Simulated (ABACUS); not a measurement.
The system is Ni.

```xyz
1
Lattice="0.0000 1.7376 1.7376 1.7376 0.0000 1.7376 1.7376 1.7376 0.0000" Properties=species:S:1:pos:R:3 pbc="T T T"
Ni    0.0000    0.0000    0.0000
```

| Property | Result |
| --- | --- |
| Program | ABACUS 3.10.1 |
| Task | relaxation of cell and atoms |
| Functional | WC |
| Potentials or basis | GBRV ultrasoft 1.5 PBE |
| Cutoff | 544 eV |
| Density cutoff | 4354 eV |
| Basis | plane waves |
| k mesh | 10 × 10 × 10 |
| Occupations | fermi-dirac, width 0.05 eV |
| Spin | collinear spin, ferromagnetic start |
| Starting moments | [1.0] μB |

At the start: pressure -35.5 GPa; volume 10.49 Å³/atom.

Task: Where does the relaxation end?

Result: Over 24 steps the energy falls by 191.2 meV/atom and the volume is 9.37 Å³/atom (-10.7 %); space group Fm-3m (No. 225, to 0.05 Å); moment 0.74 μB per cell.

The path:
```
step  energy change (eV)  largest force (eV/Å)  pressure (GPa)  volume (Å³)
   1              0.0000                0.0000          -35.53        10.49
   2              0.6293                0.0000          153.71         7.24
   3             -0.1911                0.0000            1.08         9.35
   4             -0.1911                0.0000            0.82         9.35
   5             -0.1911                0.0000           -1.67         9.41
   6             -0.1912                0.0000           -0.04         9.38
   7             -0.1912                0.0000           -0.12         9.38
   8             -0.1912                0.0000            0.50         9.37
   9             -0.1912                0.0000            0.03         9.37
  10             -0.1912                0.0000            0.25         9.37
  11             -0.1912                0.0000            0.80         9.37
  12             -0.1912                0.0000            0.30         9.37
  13             -0.1912                0.0000            0.24         9.37
  14             -0.1912                0.0000            0.40         9.37
  15             -0.1912                0.0000            0.25         9.37
  16             -0.1912                0.0000            0.63         9.37
  17             -0.1912                0.0000            0.26         9.37
  18             -0.1912                0.0000            0.22         9.37
  19             -0.1912                0.0000            0.47         9.37
  20             -0.1912                0.0000            0.25         9.37
  21             -0.1912                0.0000           -0.25         9.37
  22             -0.1912                0.0000            0.21         9.37
  23             -0.1912                0.0000            0.25         9.37
  24             -0.1912                0.0000           -0.02         9.37
```

Final structure:
```xyz
1
Lattice="0.0000 1.6735 1.6735 1.6735 0.0000 1.6735 1.6735 1.6735 0.0000" Properties=species:S:1:pos:R:3 pbc="T T T"
Ni    0.0000    0.0000    0.0000
```

Caveat: the potentials were made for another functional, which shifts forces and pressure.
